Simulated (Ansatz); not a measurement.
# Response of Sc to small distortions

```
CELL_PARAMETERS angstrom
0.00000 2.27050 2.27050
2.27050 0.00000 2.27050
2.27050 2.27050 0.00000
ATOMIC_POSITIONS crystal
Sc 0.00000 0.00000 0.00000
```

The cell is COD entry 9008483, as deposited and not checked against the literature; nothing was relaxed.

Spin polarisation is left out, and whether a magnetic state lies lower isn't shown here.

The calculation used DFT, PBE, all-electron LAPW, scalar-relativistic in Ansatz 0.2.0.

Numerical set-up: a Γ-centred 15×15×15 k mesh, Fermi–Dirac smearing of 0.03 eV, basis error target 1 meV/atom, no spin polarisation.

The unchanged cell is at 2.84 GPa.

In a metal, stresses and small energies carry noise from the k mesh.

x, y and z are the Cartesian axes of the cell as listed; fractional coordinates follow a strain, and an engineering shear is twice the off-diagonal strain component.

With xy engineering shear strain of -2 %: energy change +1 meV/atom; stress change (xx, yy, zz, yz, xz, xy) 0.04, 0.04, 0.02, 0.00, 0.00, 0.74 GPa, compression positive.

(1) With this change (equal xy, yz and zx engineering shear strains of -1.5 %), what becomes of the energy and stress?

## Answers

(1) Energy change +2 meV/atom; stress change (xx, yy, zz, yz, xz, xy) 0.05, 0.05, 0.05, 0.58, 0.58, 0.58 GPa, compression positive.
